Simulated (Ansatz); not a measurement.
# CuSbS2 (Chalcostibite): the cost of one run

Program: Ansatz 0.2.0. Level of theory: DFT PBE+D3(BJ), scalar-relativistic, plane waves, PAW. These are calculated values, not measurements.

That is the level of the relaxation; later steps name their own.

1 further run of the same task is left out (set aside as unsound or not needed).

## 1. The structure to begin with

The structure is orthorhombic, space group Pnma (No. 62). The conventional cell has a = 6.023 Å, b = 3.767 Å, c = 14.193 Å, α = 90.00°, β = 90.00°, γ = 90.00°. Cu (site symmetry m) has 4 S at 2.26 to 2.30 Å as nearest neighbours. Around Sb (site symmetry m) lie 3 S at 2.48 to 2.59 Å. S (site symmetry m) is surrounded by 2 Cu at 2.30 Å and 1 Sb at 2.48 Å. S (site symmetry m) has 2 Cu at 2.26 to 2.27 Å and 2 Sb at 2.59 Å as nearest neighbours.

As a file:

```
Cu Sb S
1.0
     6.02311    0.00000    0.00000
     0.00000    3.76689    0.00000
     0.00000    0.00000   14.19348
Cu Sb S
4 4 8
Direct
  0.74769 0.75000 0.17247
  0.75231 0.25000 0.67247
  0.24769 0.75000 0.32753
  0.25231 0.25000 0.82753
  0.22194 0.25000 0.05859
  0.27806 0.75000 0.55859
  0.72194 0.25000 0.44141
  0.77806 0.75000 0.94141
  0.62383 0.25000 0.09594
  0.87617 0.75000 0.59594
  0.12383 0.25000 0.40406
  0.37617 0.75000 0.90406
  0.12413 0.75000 0.17689
  0.37587 0.25000 0.67689
  0.62413 0.75000 0.32311
  0.87587 0.25000 0.82311
```

It is the result of an earlier relaxation at this level (volume 20.13 Å³/atom; gap on the mesh: 0.69 eV).

## 2. Band edges over the whole zone

Input file input.yaml:

```yaml
crystal:
  lattice:
    - [6.0231132458, 0.0, 0.0]
    - [0.0, 3.7668855865, 0.0]
    - [0.0, 0.0, 14.1934847792]
  atoms:
    - { symbol: Cu, position: [0.7476926706, 0.75, 0.1724653029] }
    - { symbol: Cu, position: [0.7523073294, 0.25, 0.6724653029] }
    - { symbol: Cu, position: [0.2476926706, 0.75, 0.3275346971] }
    - { symbol: Cu, position: [0.2523073294, 0.25, 0.8275346971] }
    - { symbol: Sb, position: [0.221940857, 0.25, 0.0585883286] }
    - { symbol: Sb, position: [0.278059143, 0.75, 0.5585883286] }
    - { symbol: Sb, position: [0.721940857, 0.25, 0.4414116714] }
    - { symbol: Sb, position: [0.778059143, 0.75, 0.9414116714] }
    - { symbol: S, position: [0.6238340649, 0.25, 0.0959388425] }
    - { symbol: S, position: [0.8761659351, 0.75, 0.5959388425] }
    - { symbol: S, position: [0.1238340649, 0.25, 0.4040611575] }
    - { symbol: S, position: [0.3761659351, 0.75, 0.9040611575] }
    - { symbol: S, position: [0.1241333611, 0.75, 0.1768889054] }
    - { symbol: S, position: [0.3758666389, 0.25, 0.6768889054] }
    - { symbol: S, position: [0.6241333611, 0.75, 0.3231110946] }
    - { symbol: S, position: [0.8758666389, 0.25, 0.8231110946] }
basis:
  ecutwfc: 420
kpoints:
  mp_grid: { grid: [6, 8, 2] }
  band_path: { path: [VBM, CBM], npoints: 2 }
hamiltonian:
  xc: pbe
  dispersion: d3bj
scf:
  occupations: { method: gaussian, width: 0.02 }
output:
  forces: true
  stress: true
  eigenvalues: true
```

Launch:

```bash
ansatz run input.yaml --threads 8 --pin off --max-ram 22528MiB --backend cpu --events-out ev --progress --plain --runs-dir out
```

What time and memory should one allow on 8 threads of Arm Neoverse V2, shared host?

About 66 s, with a peak of 2.3 GiB.
